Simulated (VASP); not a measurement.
BaTiO3 under changes of volume

One of the cells (12.430 Å³/atom); the others are scaled copies at fixed shape and fractional positions:

```
Ba Ti O
1.0
     2.79889    1.61594    2.29023
    -2.79889    1.61594    2.29023
     0.00000   -3.23188    2.29023
Ba Ti O
1 1 3
Direct
  0.99922 0.99922 0.99922
  0.49012 0.49012 0.49012
  0.50828 0.01330 0.50828
  0.01330 0.50828 0.50828
  0.50828 0.50828 0.01330
```

```yaml
Program: VASP 6.6.1
Functional: LDA
Potentials_or_basis: VASP PAW LDA potentials, release 64 (Ba_sv, Ti_sv, O)
Cutoff: 520 eV
k_mesh: 6 × 6 × 6
Occupations: gaussian, width 0.02 eV
Spin: no spin polarisation
```

```tsv
volume (Å³/atom)	energy over the lowest point (meV/atom)	pressure (GPa)	gap on the mesh (eV)	largest force (eV/Å)
11.933	?	?	?	?
12.181	3.78	4.3	2.12	0.166
12.430	0.00	0.3	2.08	0.023
12.679	2.20	-3.4	2.03	0.132
12.927	9.72	-6.6	1.99	0.270
```

Problem. What does the run at 11.933 Å³/atom give?

Solution. Energy over the lowest point 14.17 meV/atom; pressure 8.8 GPa; gap on the mesh 2.16 eV; largest force 0.328 eV/Å.

Worked out: A Birch-Murnaghan fit of order 2 (a polynomial in V^(-2/3)) to the other rows has its minimum at 12.46 Å³/atom with B0 = V·E''(V) = 189 GPa at fixed shape and positions, which overstates the stiffness. It gives 14.07 meV/atom at 11.933 Å³/atom, against the run's 14.17, and -dE/dV = 8.9 GPa, against 8.8. A straight line through the other rows of the gap, of slope -2.22 eV per unit of ln V, extrapolates to 2.17 eV, against the run's 2.16.

Energies are extrapolated to zero smearing.

Caveats: spin-orbit coupling is left out, which moves the levels of the heavy elements.

A mesh can miss the band edges.
